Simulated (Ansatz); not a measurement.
# Ga (I4/mmm) in Ansatz: notebook

The runs below take Ga through projected density of states, single point, equation of state, with RPBE+D4, revPBE-LDA.

All numbers are computed with Ansatz 0.2.0; they aren't measurements. Logs are shortened: lines on timing, memory, paths and dates and some standing lists are left out, and cuts for length are marked.

## Step 1: Starting point

Symmetry: I4/mmm, No. 139, tetragonal system. Conventional cell: a = 2.769 Å, b = 2.769 Å, c = 4.622 Å, α = 90.00°, β = 90.00°, γ = 90.00°. Ga (site symmetry 4/mmm) has 12 Ga at 2.77 to 3.03 Å as nearest neighbours.

This isn't the form of Ga at room conditions, which is orthorhombic.

## Step 2: Projected density of states, RPBE+D4, collinear spin, ferromagnetic start, moments held on the sites

File input.yaml:

```yaml
crystal:
  lattice: { a: 3.029005654, b: 3.029005654, c: 3.029005654, alpha: 125.606528442, beta: 125.606528442, gamma: 80.5358051246 }
  atoms:
    - { symbol: Ga, position: [0.0, 0.0, 0.0], spin: 0.5 }
kpoints:
  mp_grid: { grid: [13, 13, 13] }
  band_path:
    path:
      - [0.0, 0.0, 0.0]
      - [0.0, 0.0, 0.5]
      - [-0.1793941871, 0.1793941871, 0.5]
      - [-0.3396970935, 0.3396970935, 0.3396970935]
      - [0.0, 0.0, 0.0]
      - [0.5, 0.5, -0.5]
      - [0.3396970935, 0.6603029065, -0.3396970935]
      - [0.0, 0.5, 0.0]
    npoints: 6
scf:
  occupations: { method: tetrahedron }
hamiltonian:
  xc: rpbe
  dispersion: d4
  pseudopotentials: { kind: all_electron, lapw: { basis_error: 0.001 } }
magnetization:
  spin_polarized: true
  spin_locking: { lock_spins: true }
output:
  forces: true
  stress: true
  eigenvalues: true
  fatbands: true
  dos: { projected: true, de: 0.1, e_range: [-14, 8] }
  populations: true
```

Potentials or basis: all-electron LAPW, scalar-relativistic.

Launch:

```sh
$ ansatz run input.yaml --threads 1 --pin off --max-ram 2560MiB --backend cpu --events-out ev --progress --plain --runs-dir out
```

Standard output:

```text
Warning: output.forces, output.stress, relax.cell or npt_langevin: where a Kohn–Sham band that disperses or a degenerate level is filled in part under the method tetrahedron, the forces or the stress that this run publishes need not agree with its energy (scf.occupations.method in the input reference, under Limitations); prefer a smearing scheme for the forces or the stress
Warning: output.stress: the lock of the moments that magnetization.spin_locking holds to the close lets an SCF meet its threshold on dr2 anywhere within the lock's freeze window, and the stress can move with the moments there: no threshold on dr2 bounds that. The window is the square root of the freeze energy over magnetization.spin_locking.lambda. Set magnetization.spin_locking.freeze_energy_tol to 1e-7 of magnetization.spin_locking.lambda or tighter (1e-7 eV at magnetization.spin_locking.lambda's default), and hold the SCF's own gates tight with it: the threshold on dr2 and, on a non-collinear run, whose gate on the magnetisation can be let go, scf.convergence.magnetization_residual_energy_tol, under 2e-7 eV over the cell's volume in cubic angstroms (a run under these bars is not thereby shown to hold its stress)
Warning: RAYON_NUM_THREADS=1 ignored (pool sized by the plan → 1); use --threads N
Ga: projections on atomic orbitals take those of the free atom 1s2 2s2 2p6 3s2 3p6 3d10 4s2 4p1, of charge +0.00 (hamiltonian.pseudopotentials.projection_atoms)
LAPW: plane waves up to 7.891 Å⁻¹, error target 1.0e-3 eV per atom; small_component_spin mean_spin; Ga in spheres of 1.384 Å, 21 of its electrons in bands, Dirac shells [] (how accurate: hamiltonian.pseudopotentials.lapw.basis_error, Limitations)
Engine: ansatz 0.2.0, aarch64-unknown-linux-gnu
Pseudopotentials: kind: all_electron
Pseudopotential: Ga, LAPW, valence charge 21, lapw/all_electron/scalar/gaussian/Ga, Koelling and Harmon's equation, gaussian nucleus
Functional definition: RPBE
  parameter kappa = 0.804
  parameter beta = 0.06672455060314922
  exchange = rpbe_x(kappa = kappa, mu = beta*pi^2/3)
  correlation = pbe_c(beta = beta)
davidson cushion auto → on  (no smearing: the cushion is to keep the highest requested band from converging to the state above it; pin scf.eigensolver.cushion to override)
Crystal: 1 atoms, lattice volume = 17.718 Å³
Basis set: ecut = 237.22896843666783 eV, 145 PW (Γ), FFT grids on a1+a3, a2+a3, a3, exchange–correlation at level 2
Bands: 15, of which v1, the nominal top of the filled ones, is band 11 counted from 1 (10 counted from 0)
Symmetry: 16 space group operations
Space group: I4/mmm (ITA 139), of the structure as read, at distance tolerance 2.6e-5 Å
Magnetic group: BNS 139.531 (UNI 1191), of the structure as read, at distance tolerance 2.6e-5 Å
k-points: 196 of 2197
Non-local potential: Ga, projectors of the file, none
Initial density: superposition of atomic densities (chi_scale 0.1, normalization cell)
Starting moments: Σ|m| = 0.5 μB on 1 of 1 site
Initial wavefunctions: plane waves of lowest kinetic energy (no species holds an atomic orbital)
Functional: x = rpbe, c = pbe(β = 0.06672455060314922)
iter 1 solved again at ethr=5.84e-5 eV; its pass at ethr=1.00e-1 eV (dr2=1.23e-2 eV) is discarded
SCF iter   1: F=-52906.163035 eV  HF=-52906.201435 eV  |F-HF|=3.84e-2  |Δ(HF+E_count)|=         —  Δρ=9.68e-3 (↑9.02e-3 ↓9.68e-3)  dr2=1.23e-2  dr2_m=9.59e-3  M=0.230 μB ∫|m|=0.230 μB  β_m=0.30  ethr=5.84e-5  ⟨swp⟩=3.1  Hψ=40492  notcnv=0
preconditioner: auto → Kerker (q_TF=auto, 2.807 Å⁻¹)  [metal: no gap  n_scr=10 (ndim 8)  ℏωp=31.8 eV  f_vac=0.000]
spin=Collinear: Kerker preconditioning applied to the charge; magnetization (m = ρ↑ − ρ↓) channel mixes plain (no charge-response kernel on spin).
SCF iter   2: F=-52906.219267 eV  HF=-52906.207237 eV  |F-HF|=1.20e-2  |Δ(HF+E_count)|=   5.80e-3  Δρ=7.26e-3 (↑6.58e-3 ↓7.26e-3)  dr2=7.35e-3  dr2_m=5.22e-3  M=0.221 μB ∫|m|=0.221 μB  β_m=0.42  ethr=5.84e-5  ⟨swp⟩=2.6  Hψ=18793  notcnv=0
SCF iter   3: F=-52906.247151 eV  HF=-52906.242864 eV  |F-HF|=4.29e-3  |Δ(HF+E_count)|=   3.56e-2  Δρ=3.99e-3 (↑3.35e-3 ↓3.99e-3)  dr2=3.06e-3  dr2_m=1.27e-3  M=0.209 μB ∫|m|=0.209 μB  β_m=0.51  ethr=3.50e-5  ⟨swp⟩=3.0  Hψ=20422  notcnv=0
[... 22 lines left out ...]
SCF 1 converged in 19 iterations: F = -52905.685880 eV  dr2 = 2.93e-10
NSCF: frozen V_eff on 43 k-points
this state was not tested for a lower state beside it, because a magnetisation constraint still acts at the end of the SCF (magnetization_constraint; see scf.lower_state_search)
SCF converged after 19 iterations
Magnetization: 0.6866 μB (10.8433 up, 10.1567 down)
Absolute magnetization: 0.6866 μB (∫|ρ↑−ρ↓|)
Spin contamination: 0.0096 ħ² per cell (⟨S²⟩ above its minimum at these occupations)
Per-site moments (μB) at R_I (Å): [(0.4921085299562975, 1.1421289436641724)]
--- Magnetisation constraints (ε_frz = 1.0e-4 eV) ---
  site  kind      target   achieved (μB)  |Δ|max (μB)  g (eV/μB)  λ_eff  esc  ok   flags
  0     per_site  +0.5000  +0.4921        7.89e-3      -2.58e0    1.000  0    yes
Free energy (F): -52905.685880 eV
Harris-Foulkes:  -52905.685880 eV  (|F-HF|=1.53e-10)
Internal energy: -52905.685882 eV  (E = F + TS)
E sigma→0 (E₀):  -52905.685880 eV
Entropy (-TS):   0.000002 eV (0.002 meV/atom)
Fermi energy:    12.875025 eV
--- Per-component energies (eV) ---
  E_band       = -746.854226
  E_kinetic    = 53949.294065
  E_xc         = -2065.650550
  E_constr_dc  = -1.270656  (∫m·b dr)
  E_electrostatic = -104788.394703  (all electrons and nuclei)
  E_disp       = -0.934698  (pairwise vdW)
  E_smearing   = 0.000002  (= −TS)
  E_closure    = 0.000005  (closes the sum)
  E_penalty    = 0.020309  (constraint; not in F)
  E_atoms      = -52902.883072  (free atoms, spherical and without spin; not in F)
  Σ components = -52905.685880   (vs F -52905.685880, Δ=0.00e0)
  Basis errors (estimates in eV, not in F): energy 8.4e-4 per atom: plane waves 8.2e-4 (4.9e-4 summed), levels above the bands 0.0e0, relativity 6.1e-9, radial functions 1.9e-5, core shells 2.0e-11; eigenvalues (radial functions only) 1.3e-4; not estimated: angular momenta, meshes, grids; target (lapw.basis_error) 1.0e-3; muffin-tin radii Ga 1.384 Å
--- Forces (eV/Å), atoms counted from 1 ---
  atom   1  Ga     0.00000000    -0.00000000     0.00000000
  max |Σ_I F_I| component: 3.08e-32 eV/Å
--- Stress (GPa, compression-positive) ---
       -3.055901      -0.479700       0.000000
       -0.479700      -2.895969       0.000000
        0.000000       0.000000      -2.489616
  P = ⅓ Tr σ = -2.8138 GPa (-28.138 kbar)
--- Band table (eV; the first three rows and the last of 392) ---
  k-point 0 ↑: bands = ["-133.6084", "-84.2691", "-84.2504", "-84.2504", "-4.7886", "-4.6268", "-4.5887", "-4.5887", "-4.4383", "-0.3615", "23.1662", "23.6204", "23.6204", "27.1558", "28.4953"]
  k-point 1 ↑: bands = ["-133.6084", "-84.2691", "-84.2508", "-84.2507", "-4.7632", "-4.6165", "-4.6008", "-4.5822", "-4.4505", "-0.1271", "22.0515", "22.3564", "22.9040", "25.9889", "28.4506"]
  k-point 2 ↑: bands = ["-133.6083", "-84.2693", "-84.2517", "-84.2515", "-4.6911", "-4.6343", "-4.5927", "-4.5634", "-4.4851", "0.5808", "19.8067", "20.7140", "21.3736", "23.9000", "28.7979"]
  k-point 195 ↓: bands = ["-128.3588", "-79.0179", "-78.9929", "-78.9925", "0.3816", "0.4564", "0.8880", "0.9041", "0.9043", "10.5016", "10.6738", "20.2378", "22.1684", "25.0327", "27.0885"]
--- Löwdin populations: 1 site ---
  site symbol       q [e]    m [muB]
     0     Ga     30.9808     0.6805
  spilling = 0.000620 (of n_electrons = 31.000000)
```

bands.tsv:

```text
[... 56 lines left out ...]
7.328686	-146.483007	-97.145343	-97.131317	-97.125495	-17.612107	-17.603264	-17.452208	-17.308721	-17.257894	-6.926302	-5.682015	5.857738	10.301442	10.441072	15.198890	-141.233605	-91.891057	-91.872704	-91.866737	-12.386474	-12.330747	-12.172447	-12.007612	-11.952503	-2.784642	-2.772748	10.091355	13.201451	14.996185	17.051141
```

dos.tsv:

```text
# E-E_F[eV]	g_bin_mean(E)[states/eV]	N(E)	g_bin_mean_up(E)	g_bin_mean_dn(E)	N_up(E)	N_dn(E)
# format = ansatz-dos/2
# fermi_ev = 12.875025
# fermi_mp_grid = 13 13 13
# fermi_mp_shift = 0 0 0
# levels_not_solved_further = tetrahedron_occupations
[... 4 lines left out ...]
-13.900000	0.000000e0	1.300000e1	0.000000e0	0.000000e0	9.000000e0	4.000000e0
-13.800000	0.000000e0	1.300000e1	0.000000e0	0.000000e0	9.000000e0	4.000000e0
-13.700000	0.000000e0	1.300000e1	0.000000e0	0.000000e0	9.000000e0	4.000000e0
-13.600000	0.000000e0	1.300000e1	0.000000e0	0.000000e0	9.000000e0	4.000000e0
-13.500000	0.000000e0	1.300000e1	0.000000e0	0.000000e0	9.000000e0	4.000000e0
[... 213 lines left out ...]
7.900000	4.607971e-1	2.462027e1	2.123676e-1	2.484295e-1	1.273799e1	1.188228e1
8.000000	4.690563e-1	2.466671e1	2.184283e-1	2.506280e-1	1.275952e1	1.190719e1
```

Run time: 88 s. Hardware: 1 thread of Arm Neoverse N1, shared host; peak memory 0.4 GiB.

Results:

```
Free energy             : -52905.6859 eV
Band gap along the path : none (metal or under the smearing width)
Net moment              : 0.69 μB per cell
Absolute moment         : 0.69 μB per cell
Site moments            : Ga +0.49 μB
```

Levels at the corners of the path, in eV from the Fermi level:
Spin up:
```csv
point,band 9,band 10,band 11,band 12,band 13,band 14
Γ,-17.31,-13.24,10.29,10.75,10.75,14.28
X,-17.17,-3.66,-3.01,1.72,3.37,6.64
Y,-17.31,-3.66,-2.19,-1.02,-0.11,12.61
S,-17.31,-5.29,-3.13,-3.02,7.38,11.08
Γ,-17.31,-13.24,10.29,10.75,10.75,14.28
Z,-17.27,-6.58,-5.38,5.30,5.30,8.80
S1,-17.31,-5.29,-3.13,-3.02,7.38,11.08
N,-17.26,-6.93,-5.68,5.86,10.30,10.44
```
Spin down:
```tsv
point	band 8	band 9	band 10	band 11	band 12	band 13
Γ	-12.18	-12.01	-9.79	15.41	15.47	15.47
X	-12.00	-11.85	-0.28	1.18	5.92	6.86
Y	-12.06	-12.01	1.15	1.22	1.98	2.78
S	-12.07	-12.01	-0.70	-0.19	0.00	11.39
Γ	-12.18	-12.01	-9.79	15.41	15.47	15.47
Z	-11.97	-11.96	-2.51	-2.30	9.16	9.16
S1	-12.07	-12.01	-0.70	-0.19	0.00	11.39
N	-12.01	-11.95	-2.78	-2.77	10.09	13.20
```

States per cell in windows of 1 eV (zero at the Fermi level; states under -8 eV left out):
```tsv
from (eV)	up	down	Ga1 4p up	Ga1 4p down	Ga1 4s down	Ga1 4s up	Ga1 3d down	Ga1 3d up
-8.0	0.16	0.08	0.07	0.05	0.03	0.09	0.00	0.00
-7.0	0.17	0.10	0.06	0.06	0.04	0.11	0.00	0.00
-6.0	0.13	0.12	0.05	0.07	0.04	0.08	0.00	0.00
-5.0	0.14	0.13	0.09	0.08	0.05	0.05	0.00	0.00
-4.0	0.17	0.15	0.13	0.09	0.06	0.04	0.00	0.00
-3.0	0.22	0.15	0.16	0.08	0.06	0.05	0.00	0.00
-2.0	0.18	0.16	0.13	0.09	0.07	0.05	0.00	0.00
-1.0	0.21	0.18	0.15	0.12	0.06	0.05	0.00	0.00
0.0	0.22	0.18	0.16	0.12	0.05	0.05	0.00	0.00
1.0	0.23	0.19	0.18	0.12	0.06	0.04	0.00	0.00
2.0	0.26	0.20	0.21	0.13	0.06	0.04	0.00	0.00
3.0	0.28	0.21	0.23	0.14	0.06	0.03	0.00	0.00
4.0	0.27	0.22	0.23	0.15	0.05	0.02	0.00	0.00
5.0	0.26	0.24	0.22	0.17	0.05	0.02	0.00	0.00
6.0	0.19	0.26	0.16	0.19	0.04	0.01	0.00	0.00
```

Caveat: the program warned that the printed levels may be off, so bands, gaps and densities of states are rough; the SCF stop doesn't bound the stress; each atom's moment is held at its typed value, so this isn't a free magnetic state; pairwise dispersion overbinds metals, which lowers pressure and volume; with tetrahedron occupations forces and stress needn't match the slope of the energy.

[end of part 1 of 2]
